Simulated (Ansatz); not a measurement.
System: SnTe (rock salt type), 2 atoms in the cell.

```xyz
2
Lattice="0.0000 3.2050 3.2050 3.2050 0.0000 3.2050 3.2050 3.2050 0.0000" Properties=species:S:1:pos:R:3 pbc="T T T"
Sn    0.0000    0.0000    0.0000
Te    3.2050    3.2050    3.2050
```

These are results of r²SCAN, plane waves, PAW datasets (generated hard set) (Ansatz 0.2.0 development build), not measurements.

Cutoff 700 eV; k-mesh 6×6×6 Γ-centred; Fermi–Dirac smearing of 0.02 eV; no spin polarisation; no spin–orbit coupling.

Q: How large is the gap on this mesh, is it direct, and where do the band edges lie (fractions of the reciprocal vectors of this cell)?

A: 0.19 eV, direct at (0.000, 0.000, -0.500).

Q: List the levels near the gap at (0.000, 0.000, 0.000), (0.000, 0.000, -0.500), (0.000, 0.167, 0.333), (0.000, 0.167, -0.500), (0.000, 0.167, -0.333), in eV from the top of the valence band (v1 is the highest filled band, c1 the lowest empty one).

A: 
```tsv
k	v4	v3	v2	v1	c1	c2	c3
(0.000, 0.000, 0.000)	-4.90	-2.30	-2.30	-2.30	3.36	3.36	3.36
(0.000, 0.000, -0.500)	-8.48	-1.95	-1.95	0.00	0.19	0.40	0.40
(0.000, 0.167, 0.333)	-7.11	-2.95	-2.84	-1.77	1.59	2.82	2.95
(0.000, 0.167, -0.500)	-8.16	-3.31	-2.69	-1.77	1.61	1.69	2.75
(0.000, 0.167, -0.333)	-7.97	-3.67	-2.08	-0.95	0.77	0.95	3.43
```

A gap read on the mesh is an upper bound of this method's gap, since the mesh can miss a band edge. Spin–orbit coupling is left out; with heavy elements it can shift the gap and split levels by tenths of an eV. Potentials made with PBE were used with another functional. Semilocal functionals give gaps that mostly lie well below measured ones.
